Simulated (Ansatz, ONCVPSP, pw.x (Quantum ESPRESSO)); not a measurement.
## What a changed setting does to a pw.x run (fcc Ru)

Potential: optimised norm-conserving Vanderbilt (ONCV), ONCVPSP 4.0.1.1 (patched build), PBE; core [Ar] 3d10, reference 4s2 4p6 4d7 5s1; waves: 4s+5s: rc 1.65 bohr, ncon 4, nbas 9, qcut 9.4 1/bohr, 3 projectors, debl 3.6 Ha; 4p: rc 1.65 bohr, ncon 3, nbas 7, qcut 8.3 1/bohr, 1 projector; 4d: rc 2.10 bohr, ncon 3, nbas 8, qcut 6.2 1/bohr, 1 projector; local part: polynomial inside 1.15 bohr (lpopt 5, dvloc0 4 Ha); core correction: none.

The reference run (k-mesh 15³, cutoffs 75/300 Ry, Fermi–Dirac 0.01 Ry, mixing_beta 0.4, conv_thr 1e-9, no spin) gives -0.55 GPa at 13.814 Å³/atom, where all-electron LAPW gives 0.83 GPa. This run, with its own iteration cap, changes k-mesh points per axis to 6.

```
&control
  calculation='scf', prefix='x', pseudo_dir='./', outdir='./tmp', tstress=.true., disk_io='none'
/
&system
  ibrav=0, nat=1, ntyp=1, ecutwfc=75, ecutrho=300, nbnd=16,
  occupations='smearing', smearing='fd', degauss=0.01
/
&electrons
  conv_thr=1e-09, mixing_beta=0.4, electron_maxstep=60
/
ATOMIC_SPECIES
Ru 1.0 Ru.UPF
CELL_PARAMETERS angstrom
  0.00000000 1.90442183 1.90442183
  1.90442183 0.00000000 1.90442183
  1.90442183 1.90442183 0.00000000
ATOMIC_POSITIONS crystal
Ru 0.0000 0.0000 0.0000
K_POINTS automatic
6 6 6 0 0 0
```

```bash
pw.x < Ru.scf.in > Ru.scf.out
```

Problem. How does the run end?

Solution. It converges in 9 iterations; the free energy moves by +74.2 meV/atom and the pressure by +1.97 GPa.

```
Message from routine setup:
     using ibrav=0 with symmetry is DISCOURAGED, use correct ibrav instead
     lattice parameter (alat)  =       5.0895  a.u.
     unit-cell volume          =      93.2215 (a.u.)^3
     number of electrons       =        16.00
     number of Kohn-Sham states=           16
     kinetic-energy cutoff     =      75.0000  Ry
     charge density cutoff     =     300.0000  Ry
     scf convergence threshold =      1.0E-09
     Exchange-correlation= PBE
     number of k points=    16  Fermi-Dirac smearing, width (Ry)=  0.0100
     iteration #  1     ecut=    75.00 Ry     beta= 0.40
     total energy              =    -188.83704603 Ry
     estimated scf accuracy    <       0.12745454 Ry
     iteration #  2     ecut=    75.00 Ry     beta= 0.40
     total energy              =    -188.85097472 Ry
     estimated scf accuracy    <       0.00620156 Ry
     iteration #  3     ecut=    75.00 Ry     beta= 0.40
     total energy              =    -188.85153828 Ry
     estimated scf accuracy    <       0.00111244 Ry
     [... 3 iterations left out ...]
     iteration #  7     ecut=    75.00 Ry     beta= 0.40
     total energy              =    -188.85160925 Ry
     estimated scf accuracy    <          4.7E-09 Ry
     iteration #  8     ecut=    75.00 Ry     beta= 0.40
     total energy              =    -188.85160925 Ry
     estimated scf accuracy    <          5.3E-09 Ry
     iteration #  9     ecut=    75.00 Ry     beta= 0.40
     the Fermi energy is    23.5075 ev
!    total energy              =    -188.85160925 Ry
     estimated scf accuracy    <          1.6E-11 Ry
     smearing contrib. (-TS)   =      -0.00598962 Ry
     The total energy is F=E-TS. E is the sum of the following terms:
     one-electron contribution =     -33.69150927 Ry
     hartree contribution      =      27.92305437 Ry
     xc contribution           =     -20.00710626 Ry
     ewald contribution        =    -163.07005847 Ry
     convergence has been achieved in   9 iterations
          total   stress  (Ry/bohr**3)                   (kbar)     P=       14.20
     Message from routine punch:
     Nothing written, as per user request (disk_io='none')
```

The run took about 4.7 s on one core of a shared host (Intel(R) Xeon(R) Platinum 8488C, 96 threads, 744 GiB, load 97).
